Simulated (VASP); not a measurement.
# CaO (P6_3/mmc) in VASP: a series of runs

One crystal, CaO, is run at these levels: LDA; tasks: single point.

All numbers are computed with VASP 6.6.1; they aren't measurements. Logs are shortened: lines on timing, memory, paths and dates and some standing lists are left out, and cuts for length are marked.

## 1. The crystal as given

Symmetry: P6_3/mmc, No. 194, hexagonal system. Conventional cell: a = 3.992 Å, b = 3.992 Å, c = 4.785 Å, α = 90.00°, β = 90.00°, γ = 120.00°. Ca (site symmetry -6m2) is surrounded by 5 O at 2.30 to 2.39 Å. O (site symmetry -6m2) has 5 Ca at 2.30 to 2.39 Å as nearest neighbours.

The cell comes from a database or a generator and needn't be the stable form of this composition.

## 2. Single point, LDA

The input, INCAR:

```
ALGO = Normal ; EDIFF = 1E-6
ENCUT = 520 ; ISIF = 2
ISMEAR = 0 ; LASPH = True
LCHARG = True ; LELF = True
LREAL = False ; LVHAR = True
LWAVE = False ; NBANDS = 24
NELM = 100 ; PREC = Accurate
SIGMA = 0.05
```

The input, KPOINTS:

```
k-points
0
Gamma
  9 9 6
```

The input, POSCAR:

```
CaO
1.0
    3.9919758245      0.0000000000      0.0000000000
   -1.9959879122      3.4571524753      0.0000000000
    0.0000000000      0.0000000000      4.7848400100
Ca O
2 2
Direct
    0.3333333333      0.6666666667      0.7500000000
    0.6666666667      0.3333333333      0.2500000000
    0.3333333333      0.6666666667      0.2500000000
    0.6666666667      0.3333333333      0.7500000000
```

Potentials or basis: VASP PAW LDA potentials, release 64 (Ca_sv, O).

The run is started by

```console
> cat potpaw_LDA.64/Ca_sv/POTCAR potpaw_LDA.64/O/POTCAR > POTCAR
> mpirun -np 1 vasp_std > vasp.out
```

OUTCAR:

```text
EDIFF = 1E-6
   ENCUT = 520
   ISIF = 2
   ISMEAR = 0
   LASPH = True
   LREAL = False
   NELM = 100
   PREC = Accurate

 ion  position               nearest neighbor table
   1  0.333  0.667  0.750-   4 2.30   4 2.30   4 2.30   3 2.39   3 2.39
   2  0.667  0.333  0.250-   3 2.30   3 2.30   3 2.30   4 2.39   4 2.39
   3  0.333  0.667  0.250-   2 2.30   2 2.30   2 2.30   1 2.39   1 2.39
   4  0.667  0.333  0.750-   1 2.30   1 2.30   1 2.30   2 2.39   2 2.39

  LATTYP: Found a hexagonal cell.
 ALAT       =     3.9919758245
 C/A-ratio  =     1.1986144757

  Lattice vectors:

 A1 = (   3.9919758245,   0.0000000000,   0.0000000000)
 A2 = (  -1.9959879122,   3.4571524753,   0.0000000000)
 A3 = (   0.0000000000,   0.0000000000,   4.7848400100)

Analysis of symmetry for initial positions (statically):
=====================================================================
 Subroutine PRICEL returns:
 Original cell was already a primitive cell.

 Routine SETGRP: Setting up the symmetry group for a
 hexagonal supercell.

 Subroutine GETGRP returns: Found 24 space group operations
 (whereof 12 operations were pure point group operations)
 out of a pool of 24 trial point group operations.

The static configuration has the point symmetry D_3d.
 The point group associated with its full space group is D_6h.

Analysis of symmetry for dynamics (positions and initial velocities):
=====================================================================
 Subroutine PRICEL returns:
 Original cell was already a primitive cell.

 Routine SETGRP: Setting up the symmetry group for a
 hexagonal supercell.

 Subroutine GETGRP returns: Found 24 space group operations
 (whereof 12 operations were pure point group operations)
 out of a pool of 24 trial point group operations.

The dynamic configuration has the point symmetry D_3d.
 The point group associated with its full space group is D_6h.

 Subroutine INISYM returns: Found 24 space group operations
 (whereof 12 operations are pure point group operations),
 and found     1 'primitive' translations

----------------------------------------------------------------------------------------

                                     Primitive cell

  volume of cell :      66.0350

  direct lattice vectors                    reciprocal lattice vectors
     3.991975824  0.000000000  0.000000000     0.250502519  0.144627697  0.000000000
    -1.995987912  3.457152475  0.000000000     0.000000000  0.289255394  0.000000000
     0.000000000  0.000000000  4.784840010     0.000000000  0.000000000  0.208993404

[... 90 lines left out ...]
   NSW    =      0    number of steps for IOM
   IBRION =     -1    ionic relax: 0-MD 1-quasi-New 2-CG
   NFREE  =      0    steps in history (QN), initial steepest desc. (CG)
   ISIF   =      2    stress and relaxation
   ISYM   =      2    0-nonsym 1-usesym 2-fastsym
   POTIM  = 0.5000    time-step for ionic-motion
   TEBEG  =    0.0;   TEEND  =   0.0 temperature during run
   PSTRESS=    0.0 pullay stress
   NELECT =      32.0000    total number of electrons
   NUPDOWN=      -1.0000    fix difference up-down
   EMIN   =  10.00;   EMAX   =-10.00  energy-range for DOS
   EFERMI =   0.00;   METHOD = LEGACY
   ISMEAR =     0;   SIGMA  =   0.05  broadening in eV -4-tet -1-fermi 0-gaus
   EFERMI_NEDOS =   21; number of points for ismear=-14 and -15
   IALGO  =     38    algorithm
   IMIX   =      4    mixing-type and parameters
     AMIX     =   0.40;   BMIX     =  1.00
     AMIX_MAG =   1.60;   BMIX_MAG =  1.00
  volume/ion in A,a.u.               =      16.51       111.41
  Fermi-wavevector in a.u.,A,eV,Ry     =   1.285879  2.429960 22.497037  1.653486
  Thomas-Fermi vector in A             =   2.417987
   LORBIT       =      0    0 simple, 1 ext, 2 COOP (PROOUT), +10 PAW based schemes
   GGA     = CA    functional components
   LHFCALC =     F    Hartree Fock is set to
   AEXX    =    0.0000 exact exchange contribution
   IVDW    =     0    specifies the selected vdW correction
   LEPSILON=     F    determine dielectric tensor
   LRPA    =     F    only Hartree local field effects (RPA)
 non-spin polarized calculation
 Gauss-broadening in eV      SIGMA  =   0.05
  energy-cutoff  :      520.00
  volume of cell :       66.03
 maximum number of plane-waves:      1811
 NGX is ok and might be reduce to    30
   NGX = 15   NGY = 15   NGZ = 17

 number of electron      31.9999991 magnetization

 Free energy of the ion-electron system (eV)
  ---------------------------------------------------
  ext. energy  EPLUGINS =         0.00000000
  ---------------------------------------------------
  free energy    TOTEN  =       -27.93983775 eV

  energy without entropy =      -27.93983775  energy(sigma->0) =      -27.93983775

 E-fermi :   1.1933     XC(G=0):  -9.9577

 val. band max:        0.9904171543   @ k =   0.0000   0.0000   0.0000
 cond. band min:       3.9898718817   @ k =   0.0000   0.0000   0.0000
 fundamental gap:      2.9994547274
 Fermi energy:         1.1932547720

 k-point     1 :       0.0000    0.0000    0.0000
  band No.  band energies     occupation
      1     -36.0963      2.00000
      2     -35.9550      2.00000
      3     -17.7552      2.00000
      4     -17.4944      2.00000
      5     -17.4944      2.00000
      6     -17.2864      2.00000
[... 637 lines left out ...]
     23       9.4115      0.00000
     24       9.7624      0.00000

 [... further k-points ...]

------------------------ aborting loop because EDIFF is reached ----------------------------------------

  FORCE on cell =-STRESS in cart. coord.  units (eV):
  Direction    XX          YY          ZZ          XY          YZ          ZX
  --------------------------------------------------------------------------------------
  -------------------------------------------------------------------------------------
  Total       -2.0065774     -2.0065774     -2.3098346     -0.0000000     -0.0000000      0.0000000
  in kB      -48.6847151    -48.6847151    -56.0425129     -0.0000000     -0.0000000      0.0000000
  external PRESSURE =     -51.1373144 kB  Pullay stress =       0.0000000 kB

 VOLUME and BASIS-vectors are now :
 -----------------------------------------------------------------------------
  energy-cutoff  :      520.00
  volume of cell :       66.03
      direct lattice vectors                 reciprocal lattice vectors
     3.991975824  0.000000000  0.000000000     0.250502519  0.144627697  0.000000000
    -1.995987912  3.457152475  0.000000000     0.000000000  0.289255394  0.000000000
     0.000000000  0.000000000  4.784840010     0.000000000  0.000000000  0.208993404

 POSITION                                       TOTAL-FORCE (eV/Angst)
 -----------------------------------------------------------------------------------
     -0.00000      2.30477      3.58863         0.000000      0.000000      0.000000
      1.99599      1.15238      1.19621        -0.000000     -0.000000      0.000000
     -0.00000      2.30477      1.19621         0.000000     -0.000000      0.000000
      1.99599      1.15238      3.58863        -0.000000      0.000000      0.000000
 -----------------------------------------------------------------------------------
    total drift:                               -0.000000      0.000000     -0.000000

  FREE ENERGIE OF THE ION-ELECTRON SYSTEM (eV)
  ---------------------------------------------------
  free  energy   TOTEN  =       -27.9398377475 eV

  energy  without entropy=      -27.9398377475  energy(sigma->0) =      -27.93983775
```

stdout:

```text
POSCAR found type information on POSCAR CaO
 POSCAR found :  2 types and       4 ions
 scaLAPACK will be used
 LDA part: xc-table for (Slater(with rela. corr.)+CA(PZ))
 , standard interpolation
 POSCAR, INCAR and KPOINTS ok, starting setup
 FFT: planning ... GRIDC
 FFT: planning ... GRID_SOFT
 FFT: planning ... GRID
 WAVECAR not read
 entering main loop
```

It took 49 s on 1 thread of Intel Xeon Platinum 8559C (Emerald Rapids), shared host; peak memory 0.19 GiB.

What came out:

```
Free energy            : -27.9398 eV
Pressure               : -5.1 GPa
Band gap on the k mesh : 3.00 eV, direct
```

Levels at points of the mesh, in eV from the valence-band top:
| k point | band 13 | band 14 | band 15 | band 16 | band 17 | band 18 | band 19 | band 20 |
| --- | --- | --- | --- | --- | --- | --- | --- | --- |
| (0.00, 0.00, 0.00) | -1.17 | -1.17 | -1.10 | 0.00 | 3.00 | 6.01 | 6.01 | 7.63 |
| (0.00, 0.00, 0.50) | -1.32 | -1.32 | -1.32 | -1.32 | 4.81 | 4.81 | 7.68 | 7.68 |

Caveat: an odd mesh through Γ misses points on the zone boundary, where band edges often lie.

## 3. Single point, LDA

The input, INCAR:

```
SYSTEM = CaO
PREC = Accurate
ENCUT = 520
EDIFF = 1E-6
ISMEAR = 0
SIGMA = 0.05
LREAL = .False.
LASPH = .True.
NELM = 100
ALGO = Fast
ISIF = 2
LWAVE = .False.
LCHARG = .False.
NBANDS = 24
```

The input, KPOINTS:

```
regular mesh
0
Gamma
  9 9 6
  0 0 0
```

POSCAR is that of step 2.

Potentials or basis: VASP PAW LDA potentials, release 64 (Ca_sv, O).

The run is started by

```console
> cat potpaw_LDA.64/Ca_sv/POTCAR potpaw_LDA.64/O/POTCAR > POTCAR
> mpirun -np 1 vasp_std > vasp.out
```

OUTCAR:

```text
SYSTEM = CaO
   PREC = Accurate
   ENCUT = 520
   EDIFF = 1E-6
   ISMEAR = 0
   LREAL = .False.
   LASPH = .True.
   NELM = 100
   ISIF = 2

 ion  position               nearest neighbor table
   1  0.333  0.667  0.750-   4 2.30   4 2.30   4 2.30   3 2.39   3 2.39
   2  0.667  0.333  0.250-   3 2.30   3 2.30   3 2.30   4 2.39   4 2.39
   3  0.333  0.667  0.250-   2 2.30   2 2.30   2 2.30   1 2.39   1 2.39
   4  0.667  0.333  0.750-   1 2.30   1 2.30   1 2.30   2 2.39   2 2.39

  LATTYP: Found a hexagonal cell.
 ALAT       =     3.9919758245
[... 852 lines left out ...]
  --------------------------------------------------------------------------------------
  -------------------------------------------------------------------------------------
  Total       -2.0476799     -2.0476799     -2.3650974     -0.0000000      0.0000000      0.0000000
  in kB      -49.6819689    -49.6819689    -57.3833304     -0.0000000      0.0000000      0.0000000
  external PRESSURE =     -52.2490894 kB  Pullay stress =       0.0000000 kB

 VOLUME and BASIS-vectors are now :
 -----------------------------------------------------------------------------
  energy-cutoff  :      520.00
  volume of cell :       66.03
      direct lattice vectors                 reciprocal lattice vectors
     3.991975824  0.000000000  0.000000000     0.250502519  0.144627697  0.000000000
    -1.995987912  3.457152475  0.000000000     0.000000000  0.289255394  0.000000000
     0.000000000  0.000000000  4.784840010     0.000000000  0.000000000  0.208993404

 POSITION                                       TOTAL-FORCE (eV/Angst)
 -----------------------------------------------------------------------------------
     -0.00000      2.30477      3.58863        -0.000000     -0.000000     -0.000000
      1.99599      1.15238      1.19621         0.000000      0.000000      0.000000
     -0.00000      2.30477      1.19621        -0.000000      0.000000      0.000000
      1.99599      1.15238      3.58863         0.000000     -0.000000      0.000000
 -----------------------------------------------------------------------------------
    total drift:                               -0.000000      0.000000     -0.000000

  FREE ENERGIE OF THE ION-ELECTRON SYSTEM (eV)
  ---------------------------------------------------
  free  energy   TOTEN  =       -27.9398522164 eV

  energy  without entropy=      -27.9398522164  energy(sigma->0) =      -27.93985222
```

stdout:

```text
POSCAR found type information on POSCAR CaO
 POSCAR found :  2 types and       4 ions
 scaLAPACK will be used
 LDA part: xc-table for (Slater(with rela. corr.)+CA(PZ))
 , standard interpolation
 POSCAR, INCAR and KPOINTS ok, starting setup
 FFT: planning ... GRIDC
 FFT: planning ... GRID_SOFT
 FFT: planning ... GRID
 WAVECAR not read
 entering main loop
WARNING in EDDRMM: call to ZHEGV failed, returncode =   8  4     10
WARNING in EDDRMM: call to ZHEGV failed, returncode =   8  4     10
```

Run time: 76 s. Hardware: 1 thread of Intel Xeon Platinum 8559C (Emerald Rapids), shared host; peak memory 0.19 GiB.

Results:

| Property | Result |
| --- | --- |
| Free energy | -27.9399 eV |
| Pressure | -5.2 GPa |
| Band gap on the k mesh | 3.00 eV, direct |

Stress tensor (GPa, compression positive):
```
-4.97  0.00  0.00
 0.00 -4.97  0.00
 0.00  0.00 -5.74
```

Caveat: an odd mesh through Γ misses points on the zone boundary, where band edges often lie.
